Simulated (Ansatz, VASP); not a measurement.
## One calculation of Al3Au, two programs

INCAR

```
SYSTEM = Al3Au
ALGO     = Normal         ! electronic algorithm
EDIFF    = 1E-6           ! SCF threshold, eV
ENCUT    = 520            ! plane-wave cutoff, eV
GGA      = PE             ! functional
ISIF     = 2              ! what is computed and relaxed
ISMEAR   = 0              ! smearing method
LASPH    = .True.         ! aspherical terms in the spheres
LCHARG   = .False.        ! write CHGCAR
LREAL    = .False.        ! projectors in reciprocal space
LWAVE    = .False.        ! write WAVECAR
NBANDS   = 18             ! bands
NELM     = 100            ! most SCF steps
PREC     = Accurate       ! precision mode
SIGMA    = 0.1            ! smearing width, eV
```

File KPOINTS:

```
k-points
0
Gamma
  14 14 14
  0 0 0
```

Contents of POSCAR:

```
Al3Au
1.0
   -1.9958036449      1.9958036449      4.3625487720
    1.9958036449     -1.9958036449      4.3625487720
    1.9958036449      1.9958036449     -4.3625487720
Al Au
3 1
Direct
    0.7568902628      0.2568902628      0.5000000000
    0.2568902628      0.7568902628      0.5000000000
    0.4969085700      0.4969085700      0.0000000000
   -0.0106890955     -0.0106890955      0.0000000000
```

Input for Ansatz:

```yaml
crystal:
  lattice:
    - [-1.9958036449, 1.9958036449, 4.362548772]
    - [1.9958036449, -1.9958036449, 4.362548772]
    - [1.9958036449, 1.9958036449, -4.362548772]
  atoms:
    - { symbol: Al, position: [0.7568902628, 0.2568902628, 0.5] }
    - { symbol: Al, position: [0.2568902628, 0.7568902628, 0.5] }
    - { symbol: Al, position: [0.49690857, 0.49690857, 0.0] }
    - { symbol: Au, position: [-0.0106890955, -0.0106890955, 0.0] }
basis:
  ecutwfc: 420
kpoints:
  mp_grid: { grid: [14, 14, 14] }
hamiltonian:
  xc: pbe
scf:
  occupations: { method: gaussian, width: 0.1 }
output:
  forces: true
  stress: true
  eigenvalues: true
  populations: true
  write_density: true
  write_potential: true
  elf: true
  volumetric_format: npy
```

Alike in both runs: task single point; functional PBE; k mesh 14 × 14 × 14; occupations gaussian, width 0.1 eV; no spin polarisation.

|  | VASP | Ansatz |
| --- | --- | --- |
| version | VASP 6.6.1 | Ansatz 0.2.0 |
| potentials or method | VASP PAW PBE potentials, release 64 (Al, Au) | scalar-relativistic, plane waves, PAW |
| plane-wave cutoff (eV) | 520 | 420 |
| valence electrons in the cell | 20 | 28 |

|  | VASP | Ansatz | Ansatz less VASP |
| --- | --- | --- | --- |
| gap on the k mesh at the Fermi level (eV) | none | none | - |
| pressure (GPa) | -2.0 | -2.0 | +0.08 |
| largest component of the traceless stress (GPa) | 3.20 | 3.22 | +0.022 |
| rms of the force components (eV/Å) | 0.184 | 0.185 | +0.0008 |

Atom by atom the forces differ by 0.001 eV/Å (rms over components). A gap of «none» marks a metal or a gap that the smearing closes. The functional is the same, so the differences come from potentials, cutoffs and numerics. The two sets of potentials don't hold the same shells in valence.

The runs have no spin-orbit coupling, so splittings on Au are missing.
